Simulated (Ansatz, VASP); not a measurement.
## One calculation of Na, two programs

```
Na
1.0
     3.74428    0.00000    0.00000
    -1.87214    3.24264    0.00000
     0.00000    0.00000    6.10165
Na
2
Direct
  0.33333 0.66667 0.25000
  0.66667 0.33333 0.75000
```

Alike in both runs: task relaxation of cell and atoms; functional PBE; k mesh 15 × 15 × 8; occupations fermi-dirac, width 0.15 eV; no spin polarisation.

|  | VASP | Ansatz |
| --- | --- | --- |
| version | VASP 6.6.1 | Ansatz 0.2.0 |
| potentials or method | VASP PAW PBE potentials, release 64 (Na_pv) | scalar-relativistic, plane waves, PAW |
| plane-wave cutoff (eV) | 600 | 420 |
| valence electrons in the cell | 14 | 18 |

Ansatz gave:

| Property | Result |
| --- | --- |
| gap on the k mesh at the Fermi level, each at its own relaxed structure (eV) | none |
| relaxed volume (Å³/atom) | 37.25 |
| relaxed cell length with the largest relative difference (Å) | 6.116 |

Question: Estimate VASP's values.

Answer: gap on the k mesh at the Fermi level, each at its own relaxed structure (eV): none; relaxed volume (Å³/atom): 37.25; relaxed cell length with the largest relative difference (Å): 6.115.

A gap of «none» marks a metal or a gap that the smearing closes. The two sets of potentials don't hold the same shells in valence.

PBE usually gives volumes a little too large and moduli too small. Zero-point motion and thermal expansion aren't in these numbers.
